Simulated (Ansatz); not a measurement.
Input of an Ansatz 0.2.0 run:

File input.yaml:

```yaml
crystal:
  lattice:
    - [4.002287, 0.0, 0.0]
    - [0.0, 4.002287, 0.0]
    - [0.0, 0.0, 4.002287]
  atoms:
    - { symbol: Pb, position: [0.0, 0.0, 0.0] }
    - { symbol: Te, position: [0.5, 0.5, 0.5] }
kpoints:
  mp_grid: { grid: [7, 7, 7] }
scf:
  occupations: { method: fermi_dirac, width: 0.05 }
hamiltonian:
  xc: rpbe
  dispersion: d4
  pseudopotentials: { kind: all_electron, lapw: { basis_error: 0.001 } }
output:
  forces: true
  stress: true
relax:
  f_tol: 0.01
  max_steps: 60
  cell: {}
```

Potentials or basis: all-electron LAPW, scalar-relativistic.

The run is started by

```sh
$ ansatz run input.yaml --threads 1 --pin off --max-ram 3072MiB --backend cpu --events-out ev --progress --plain --runs-dir out
```

Question: Estimate the relaxed volume.

Answer: 32.47 Å³/atom.

Question: Estimate the space group after relaxing (to 0.05 Å).

Answer: Pm-3m (No. 221).

Question: Estimate the relaxed cell.

Answer: a = 4.019 Å, b = 4.019 Å, c = 4.019 Å, α = 90.00°, β = 90.00°, γ = 90.00°.

The path:
```csv
step,energy change (eV),largest force (eV/Å),volume (Å³)
1,0.0000,0.0000,64.11
2,-0.0169,0.0000,65.19
3,-0.0179,0.0000,64.94
4,-0.0179,0.0000,64.94
```

The run has no spin-orbit coupling, so splittings on Pb, Te are missing.
